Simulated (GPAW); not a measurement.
B:

```
B
1.0
     2.45895    1.41968    4.19350
    -2.45895    1.41968    4.19350
     0.00000   -2.83935    4.19350
B
12
Direct
  0.77882 0.77882 0.36940
  0.36940 0.77882 0.77882
  0.77882 0.36940 0.77882
  0.63060 0.22118 0.22118
  0.22118 0.22118 0.63060
  0.22118 0.63060 0.22118
  0.98981 0.98981 0.34639
  0.34639 0.98981 0.98981
  0.98981 0.34639 0.98981
  0.65361 0.01019 0.01019
  0.01019 0.01019 0.65361
  0.01019 0.65361 0.01019
```

Base run:

* Program: GPAW 26.7.0
* Functional: r2SCAN
* Potentials or basis: GPAW PAW data sets (gpaw-data 1.2.1)
* Cutoff: 800 eV
* Basis: pw
* k mesh: 5 × 5 × 5
* Occupations: fermi-dirac, width 0.05 eV
* Spin: no spin polarisation

Its results: band gap on the k mesh 1.58 eV, indirect (least direct gap 1.97 eV); pressure -4.1 GPa; largest force 0.246 eV/Å.

The run is repeated on the same cell with these changes: functional from r2SCAN to LDA; potentials or basis from GPAW PAW data sets (gpaw-data 1.2.1) to the program's PAW data sets (release 1.2.1) made for this functional. What comes out?

Band gap on the k mesh 1.48 eV, indirect (least direct gap 1.80 eV); pressure -11.1 GPa; largest force 0.359 eV/Å.

Caveats: the PAW data sets were made with another functional, which shifts forces and pressure a little (some runs).

A k mesh can miss the band edges.

Not every run made on this cell is shown here.
